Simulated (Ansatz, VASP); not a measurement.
# One calculation of C, two programs

```xyz
2
Lattice="1.2295 0.7098 3.5877 -1.2295 0.7098 3.5877 0.0000 -1.4197 3.5877" Properties=species:S:1:pos:R:3 pbc="T T T"
C     0.0000    0.0000    8.9696
C     0.0000    0.0000    1.7935
```

Alike in both runs: functional PBEsol; k mesh 15 × 15 × 15; occupations gaussian, width 0.02 eV; no spin polarisation.

Ansatz relaxed the structure, and its values are those at the end. VASP's run is a single point on that final structure, the one shown.

|  | VASP | Ansatz |
| --- | --- | --- |
| version | VASP 6.6.1 | Ansatz 0.2.0 |
| potentials or method | VASP PAW PBE potentials, release 64 (C) | scalar-relativistic, plane waves, PAW |
| plane-wave cutoff (eV) | 520 | 420 |
| valence electrons in the cell | 8 | 8 |

|  | VASP | Ansatz | Ansatz less VASP |
| --- | --- | --- | --- |
| gap on the k mesh at the Fermi level (eV) | 0.45 | 0.45 | 0.000 |
| least direct gap on the mesh (eV) | 0.45 | 0.45 | 0.000 |
| pressure (GPa) | 0.6 | 0.0 | -0.62 |

With one functional, cell and mesh, what is left measures potentials, basis and numerics.

Caveats: the PAW data sets were made with another functional, which shifts forces and pressure a little (VASP); an odd mesh through Γ misses points on the zone boundary, where band edges often lie.
